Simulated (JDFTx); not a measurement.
Input of a JDFTx 1.7.0 (patched build) run:

The input GaAs.in:

```
include GaAs.lattice
coords-type Lattice
include GaAs.ionpos

ion-species pseudo/As.upf
ion-species pseudo/Ga.upf
elec-cutoff 42 336
elec-ex-corr gga-PBE
kpoint-folding 8 8 8
elec-smearing Fermi 0.0018374661
elec-n-bands 21
electronic-SCF nIterations 100 energyDiffThreshold 1e-09
electronic-minimize nIterations 30 energyDiffThreshold 1e-7
converge-empty-states yes
forces-output-coords Cartesian

dump-name run.$VAR
dump End Ecomponents EigStats BandEigs Kpoints Forces Stress ElecDensity Dtot KEdensity
```

File GaAs.lattice:

```
lattice \
    0.0000000000     5.3419722954     5.3419722954 \
    5.3419722954     0.0000000000     5.3419722954 \
    5.3419722954     5.3419722954     0.0000000000
```

GaAs.ionpos

```
ion As     0.7500000000     0.7500000000     0.7500000000 1
ion Ga     0.0000000000     0.0000000000     0.0000000000 1
```

Potentials or basis: PseudoDojo-SR-PBE-0.5-standard.

The run is started by

```console
$ jdftx -c 1 -i GaAs.in -o GaAs.out
```

**Question.** Predict the band gap on the k mesh.

**Answer.** 0.52 eV, direct.

**Question.** Predict the pressure.

**Answer.** 3.4 GPa.

**Measured values to compare with.**

“Evidence of valence band perturbations in GaAsN/GaAs(001): A combined variable-angle spectroscopic ellipsometry and modulated photoreflectance investigation”, 2008, arxiv:0805.2212 reports, for a bulk crystal of GaAs at 300 K: band gap 1.412 ± 0.01 eV (direct).

A measured gap of GaAs is 1.412 eV (direct; 300 K; “Evidence of valence band perturbations in GaAsN/GaAs(001): A combined variable-angle spectroscopic ellipsometry and modulated photoreflectance investigation”, 2008, arxiv:0805.2212); the calculated 0.52 eV misses it by -0.90 eV. 3 values of this kind are on record (1.412 to 1.51 eV); this one was drawn at random among those near their median, those with a stated uncertainty first. Spin-orbit coupling on As, Ga is left out. The value is that of PBE on a finite k mesh, which can miss the band edges, without temperature or zero-point motion. Semilocal functionals fall short of measured gaps as a rule.
